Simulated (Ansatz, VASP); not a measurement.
## RbBr: VASP beside Ansatz

File INCAR:

```
SYSTEM = RbBr
PREC     = Accurate       ! precision mode
ENCUT    = 520            ! plane-wave cutoff, eV
EDIFF    = 1E-6           ! SCF threshold, eV
ISMEAR   = 0              ! smearing method
SIGMA    = 0.01           ! smearing width, eV
LREAL    = .False.        ! projectors in reciprocal space
LASPH    = .True.         ! aspherical terms in the spheres
NELM     = 80             ! most SCF steps
ALGO     = Normal         ! electronic algorithm
ISIF     = 2              ! what is computed and relaxed
LWAVE    = .False.        ! write WAVECAR
LCHARG   = .False.        ! write CHGCAR
GGA      = PE             ! functional
NBANDS   = 15             ! bands
```

The input KPOINTS:

```
regular mesh
0
Gamma
  3 3 3
  0 0 0
```

The input POSCAR:

```
RbBr
1.0
    0.0000000000      3.4212787874      3.4212787874
    3.4212787874      0.0000000000      3.4212787874
    3.4212787874      3.4212787874      0.0000000000
Rb Br
1 1
Direct
    0.9936000000      0.0126600000      0.0080500000
    0.5428800000      0.4816000000      0.4566300000
```

Input for Ansatz:

```yaml
crystal:
  lattice:
    - [0.0, 3.42127878735752, 3.42127878735752]
    - [3.42127878735752, 0.0, 3.42127878735752]
    - [3.42127878735752, 3.42127878735752, 0.0]
  atoms:
    - { symbol: Rb, position: [0.9936, 0.01266, 0.00805] }
    - { symbol: Br, position: [0.54288, 0.4816, 0.45663] }
basis:
  ecutwfc: 540.0
  xc_grid: 2
kpoints:
  mp_grid:
    grid: [3, 3, 3]
hamiltonian:
  xc: pbe
scf:
  convergence:
    dr2_threshold: 1.0e-09
  occupations:
    method: fixed
output:
  forces: true
  stress: true
```

Alike in both runs: task single point; functional PBE; k mesh 3 × 3 × 3; no spin polarisation.

```csv
,VASP,Ansatz
version,VASP 6.6.1,Ansatz 0.2.0
potentials or method,"VASP PAW PBE potentials, release 64 (Rb_sv, Br)","plane waves, PAW"
plane-wave cutoff (eV),520,540
occupations,"gaussian, width 0.01 eV",fixed
valence electrons in the cell,16,16
```

|  | VASP | Ansatz | Ansatz less VASP |
| --- | --- | --- | --- |
| pressure (GPa) | 1.6 | 1.5 | -0.03 |
| largest component of the traceless stress (GPa) | 1.05 | 1.04 | -0.013 |
| rms of the force components (eV/Å) | 0.259 | 0.256 | -0.0029 |

Atom by atom the forces differ by 0.003 eV/Å (rms over components). Ansatz warned: «stress_scf_threshold_loose».

Caveats: the k mesh is coarse (spacing up to 0.53 Å⁻¹), so the values aren't converged.
